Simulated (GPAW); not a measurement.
# Pb (Fm-3m) in GPAW: further runs

Aim: see how the results for Pb move with the level of theory and the settings. Levels: PBE, BLYP+D4. Tasks: equation of state, density of states, band structure.

Program: GPAW 26.7.0. These are calculated values, not measurements. Logs are shortened: lines on timing, memory, paths and dates and some standing lists are left out, and cuts for length are marked. The log counts tension as positive stress, the text compression.

## 1. The structure

The structure is cubic, space group Fm-3m (No. 225). Conventional cell: a = 4.950 Å, b = 4.950 Å, c = 4.950 Å, α = 90.00°, β = 90.00°, γ = 90.00°. Around Pb (site symmetry m-3m) lie 12 Pb at 3.50 Å.

## 2. Equation of state, PBE

Contents of run.py:

```python
from ase.eos import EquationOfState
from ase.io import Trajectory, read
from ase.units import GPa
from gpaw import GPAW, PW, setup_paths

setup_paths.insert(0, '.')

atoms = read('Pb.xyz')

traj = Trajectory('eos.traj', 'w')
volumes, energies = [], []
for x in [0.94, 0.96, 0.98, 1.0, 1.02, 1.04, 1.06]:
    a = atoms.copy()
    a.set_cell(atoms.cell * x**(1 / 3), scale_atoms=True)
    calc = GPAW(mode=PW(600),
                xc='PBE',
                kpts={'size': (9, 9, 9), 'gamma': True},
                occupations={'name': 'fermi-dirac', 'width': 0.05},
                setups={'Pb': 'jth'},
                nbands=-7,
                convergence={'density': 1e-05, 'energy': 1e-05},
                maxiter=150,
                txt=f'eos-{x:.2f}.txt')
    a.calc = calc
    energies.append(a.get_potential_energy(force_consistent=True))
    volumes.append(a.get_volume())
    p = -a.get_stress()[:3].mean() / GPa
    calc.write(f'eos-{x:.2f}.gpw')
    traj.write(a)
    print(f'{x:.2f} {volumes[-1]:10.4f} A^3 {energies[-1]:14.6f} eV {p:9.3f} GPa', flush=True)

v0, e0, B = EquationOfState(volumes, energies, eos='birchmurnaghan').fit()
print(f'V0 = {v0:.4f} A^3, E0 = {e0:.6f} eV, B0 = {B / GPa:.2f} GPa')
```

Contents of Pb.xyz:

```xyz
1
Lattice="0.0000000000 2.4750200000 2.4750200000 2.4750200000 0.0000000000 2.4750200000 2.4750200000 2.4750200000 0.0000000000" Properties=species:S:1:pos:R:3 pbc="T T T"
Pb     0.0000000000      0.0000000000      0.0000000000
```

Potentials or basis: JTH PAW 2.0, PBE, pw.

Run with:

```
> OMP_NUM_THREADS=1 python run.py
```

What it wrote:

```text
__  _  _
 | _ |_)|_||  |
 |__||  | ||/\| - 26.7.0

Input parameters:
  mode=PW(ecut=600.0),
  convergence={'density': 1e-05, 'energy': 1e-05},
  kpts=MonkhorstPack(size=(9, 9, 9), gamma=True),
  maxiter=150,
  nbands=-7,
  occupations=Occupations(name='fermi-dirac', width=0.05),
  setups={'Pb': 'jth'},
  xc=XC(name='PBE')

Diagonalizing LCAO Hamiltonian
Converting LCAO to pw mode

       Pb

Atoms  # Å, Bohr magnetons
|   | symbol |        x |        y |        z |    initial magnetic moments |
|---|--------|----------|----------|----------|-----------------------------|
| 0 |     Pb | 0.000000 | 0.000000 | 0.000000 | ( 0.0000,  0.0000,  0.0000) |

Unit cell  # Å
| periodic |        x |        y |        z |  lengths |    angles |
|----------|----------|----------|----------|----------|-----------|
|      yes | 0.000000 | 2.424495 | 2.424495 | 3.428754 | 60.000000 |
|      yes | 2.424495 | 0.000000 | 2.424495 | 3.428754 | 60.000000 |
|      yes | 2.424495 | 2.424495 | 0.000000 | 3.428754 | 60.000000 |

Number of symmetries: 48
Symmetry operations  # r_c * U_cc + t_c -> r_c
|    | kind |            matrix            |
|----|------|------------------------------|
|  0 |  σ   |  1, 0, 0,  1, 0,-1,  1,-1, 0 |
|  1 |  C2  |  1, 0, 0,  1,-1, 0,  1, 0,-1 |
|  2 |  E   |  1, 0, 0,  0, 1, 0,  0, 0, 1 |
|  3 |  σ   |  1, 0, 0,  0, 0, 1,  0, 1, 0 |
|  4 |  C4  |  1, 0,-1,  1, 0, 0,  1,-1, 0 |
|  5 |  S6  |  1, 0,-1,  1,-1, 0,  1, 0, 0 |
|  6 |  σ   |  1, 0,-1,  0, 1,-1,  0, 0,-1 |
|  7 |  C3  |  1, 0,-1,  0, 0,-1,  0, 1,-1 |
|  8 |  S6  |  1,-1, 0,  1, 0, 0,  1, 0,-1 |
|  9 |  C4  |  1,-1, 0,  1, 0,-1,  1, 0, 0 |
| 10 |  C3  |  1,-1, 0,  0,-1, 1,  0,-1, 0 |
| 11 |  σ   |  1,-1, 0,  0,-1, 0,  0,-1, 1 |
| 12 |  σ   |  0, 1, 0,  1, 0, 0,  0, 0, 1 |
| 13 |  C4  |  0, 1, 0,  0, 1,-1, -1, 1, 0 |
| 14 |  C3  |  0, 1, 0,  0, 0, 1,  1, 0, 0 |
| 15 |  S6  |  0, 1, 0, -1, 1, 0,  0, 1,-1 |
| 16 |  C2  |  0, 1,-1,  1, 0,-1,  0, 0,-1 |
| 17 |  σ   |  0, 1,-1,  0, 1, 0, -1, 1, 0 |
| 18 |  S4  |  0, 1,-1,  0, 0,-1,  1, 0,-1 |
| 19 |  C4  |  0, 1,-1, -1, 1, 0,  0, 1, 0 |
| 20 |  C3  |  0, 0, 1,  1, 0, 0,  0, 1, 0 |
| 21 |  σ   |  0, 0, 1,  0, 1, 0,  1, 0, 0 |
| 22 |  S6  |  0, 0, 1,  0,-1, 1, -1, 0, 1 |
| 23 |  C4  |  0, 0, 1, -1, 0, 1,  0,-1, 1 |
| 24 |  S4  |  0, 0,-1,  1, 0,-1,  0, 1,-1 |
| 25 |  C3  |  0, 0,-1,  0, 1,-1,  1, 0,-1 |
| 26 |  C2  |  0, 0,-1,  0,-1, 0, -1, 0, 0 |
| 27 |  S6  |  0, 0,-1, -1, 0, 0,  0,-1, 0 |
| 28 |  S4  |  0,-1, 1,  1,-1, 0,  0,-1, 0 |
| 29 |  C4  |  0,-1, 1,  0, 0, 1, -1, 0, 1 |
| 30 |  C2  |  0,-1, 1,  0,-1, 0,  1,-1, 0 |
| 31 |  σ   |  0,-1, 1, -1, 0, 1,  0, 0, 1 |
| 32 |  C3  |  0,-1, 0,  1,-1, 0,  0,-1, 1 |
| 33 |  S6  |  0,-1, 0,  0, 0,-1, -1, 0, 0 |
| 34 |  S4  |  0,-1, 0,  0,-1, 1,  1,-1, 0 |
| 35 |  C2  |  0,-1, 0, -1, 0, 0,  0, 0,-1 |
| 36 |  C2  | -1, 1, 0,  0, 1, 0,  0, 1,-1 |
| 37 |  S6  | -1, 1, 0,  0, 1,-1,  0, 1, 0 |
| 38 |  S4  | -1, 1, 0, -1, 0, 1, -1, 0, 0 |
| 39 |  C3  | -1, 1, 0, -1, 0, 0, -1, 0, 1 |
| 40 |  S6  | -1, 0, 1,  0, 0, 1,  0,-1, 1 |
| 41 |  C2  | -1, 0, 1,  0,-1, 1,  0, 0, 1 |
| 42 |  C3  | -1, 0, 1, -1, 1, 0, -1, 0, 0 |
| 43 |  S4  | -1, 0, 1, -1, 0, 0, -1, 1, 0 |
| 44 |  C2  | -1, 0, 0,  0, 0,-1,  0,-1, 0 |
| 45 |  i   | -1, 0, 0,  0,-1, 0,  0, 0,-1 |
| 46 |  σ   | -1, 0, 0, -1, 1, 0, -1, 0, 1 |
| 47 |  C2  | -1, 0, 0, -1, 0, 1, -1, 1, 0 |

BZ-sampling:
  Number of BZ points: 729
  Number of IBZ points: 35

  Monkhorst-Pack size: [9, 9, 9]
  Monkhorst-Pack shift: [0, 0, 0]

K-points  # in reciprocal-cell coordinates
|     |                                coordinates |     weight |
|-----|--------------------------------------------|------------|
|   0 | (  0.00000000,   0.00000000,   0.00000000) | 0.00137174 |
|   1 | (  0.11111111,   0.11111111,   0.00000000) | 0.00823045 |
|   2 | (  0.11111111,   0.11111111,   0.11111111) | 0.01097394 |
|   3 | (  0.22222222,   0.11111111,   0.11111111) | 0.01646091 |
|   4 | (  0.22222222,   0.22222222,   0.00000000) | 0.00823045 |
|   5 | (  0.22222222,   0.22222222,   0.11111111) | 0.03292181 |
|   6 | (  0.22222222,   0.22222222,   0.22222222) | 0.01097394 |
|   7 | (  0.33333333,   0.22222222,   0.11111111) | 0.03292181 |
|   8 | (  0.33333333,   0.22222222,   0.22222222) | 0.03292181 |
|   9 | (  0.33333333,   0.33333333,  -0.33333333) | 0.01646091 |
| ... |                                            |            |
|  34 | (  0.44444444,   0.44444444,   0.44444444) | 0.01097394 |

Plane wave coefficients: 963
Cutoff: 600.0 eV

Spin-components: 1 (collinear spins)
Bands:           14
Projectors:      6
Spin-degeneracy: 2
Datatype:        complex128

Parallelization:
  kpt:    1
  domain: 1
  band:   1

Density:
  Valence electrons: 14.0
  Components: 1
  Grid points: [20 20 20]
  Charge: 0.0  # |e|

Potential:
  Grid points: [20 20 20]

species:
  Pb:
    name:    Lead
    Z:       82.0
    valence: 14
    core:    68
    charge:  0.0  # [|e|]
    compensation charges:
      type: bessel
      rc: 1.06  # [Å]
      lmax: 2
    cutoffs:
      filter: 1.27  # [Å]
      core: 2.46  # [Å]
    projectors
    | kind |    occ | energy [eV] | rcut [Å] |
    |------|--------|-------------|----------|
    |   6s |  2.000 |     -12.040 |    1.063 |
    |    s |        |      40.817 |    1.006 |
    |   6p |  2.000 |      -3.498 |    1.171 |
    |    p |        |      61.226 |    1.171 |
    |   5d | 10.000 |     -21.177 |    1.271 |
    |    d |        |      25.851 |    1.271 |

    Using partial waves for Pb as LCAO basis

Reference energy: -568225.658274  # eV

eigensolver:
  PPCG
  Converge bands: occupied
  niter=2

density mixing:
  MSR1-Mixer
  Pratt-step length: 0.05
  Maximum mixing coefficient: 0.75
  Old densities: 10
  SVD Regularization: 0.005
  Good broyden scale: 1.0
  Trust region scale: 1.0
  Backstep threshold: 4.0
  History deletion threshold: 6.0
  Fourier metric: weight=20.0, sigma=0.015

occupation numbers:
  Fermi-Dirac:
    width: 0.0500  # eV

poisson solver:
  ecut: 4800.0  # eV

xc functional:
  name: PBE with 2 nearest neighbor stencil

convergence criteria:
- Maximum integral of absolute [dens]ity change: 1e-05 electrons / valence electron
- Maximum [total energy] change in last 3 cyles: 1e-05 eV / valence electron
- Maximum integral of absolute [eigenst]ate change: 4e-08 eV^2 / valence electron
maximum number of iterations: 150

SCF iterations
|iter     | |      energy | eigst |  dens |
|---------|-|-------------|-------|-------|
|iter:   1| |   -3.156225 | -0.70 |       |
|iter:   2| |   -3.155446 | -2.47 | -1.79 |
|iter:   3| |   -3.137667 | -2.45 | -1.83 |
|iter:   4| |   -3.137270 | -3.67 | -2.42 |
|iter:   5| |   -3.137227 | -4.72 | -2.86 |
|iter:   6| |   -3.137228c| -6.63 | -4.16 |
|iter:   7| |   -3.137228c| -7.68c| -4.53 |
|iter:   8| |   -3.137228c| -8.52c| -5.82c|

Converged in 8 steps
Energy contributions relative to reference atoms: (reference = -568225.658274)

Energy contributions:
  Kinetic:           8.174550
  Coulomb:          -7.101986
  Zero:             -0.025246
  External:          0.000000
  Xc:               -4.182927
  Entropy:          -0.003238
  Spinorbit:         0.000000
  ----------------------------
  Free energy:      -3.138847
  Extrapolated:     -3.137228

dipole moment: (-18.184242, -18.184242, -18.184242)  # |e|*Ang

Fermi level: 7.453
Eigenvalues  # (at kpt = [0.000, 0.000, 0.000])
| band index |      eig [eV] | occ [0-2] |
|------------|---------------|-----------|
|          0 |        -9.504 |     2.000 |
|          1 |        -9.504 |     2.000 |
|          2 |        -9.504 |     2.000 |
|          3 |        -9.335 |     2.000 |
|          4 |        -9.335 |     2.000 |
|          5 |        -4.572 |     2.000 |
|          6 |        15.525 |     0.000 |
|          7 |        15.525 |     0.000 |
|          8 |        15.525 |     0.000 |
|          9 |        17.468 |     0.000 |
|         10 |        19.738 |     0.000 |
|         11 |        20.619 |     0.000 |
|         12 |        20.619 |     0.000 |
|         13 |        20.619 |     0.000 |

No gap
No difference between direct/indirect transitions

Stress tensor  # eV/Ang^3
|         x |         y |         z |
|-----------|-----------|-----------|
| -0.037888 | -0.000000 |  0.000000 |
| -0.000000 | -0.037888 |  0.000000 |
|  0.000000 |  0.000000 | -0.037888 |

# Writing to eos-0.94.gpw (mode='')
```

Run time: 44 s. Hardware: 1 thread of Arm Neoverse V2, shared host; peak memory 0.17 GiB.

What came out:

* Equilibrium volume: 31.92 Å³/atom
* Bulk modulus: 39 GPa
* Pressure derivative of the bulk modulus: 5.4

Energy against volume, from the lowest point:
```
volume (Å³/atom)  energy (meV/atom)
          28.503              57.28
          29.110              36.98
          29.716              21.68
          30.323              10.81
          30.929               3.87
          31.535               0.40
          32.142               0.00
```

Caveat: the program truncates these outside data sets. The run has no spin-orbit coupling, so splittings on Pb are missing.

(Part 1 of 2 ends here.)
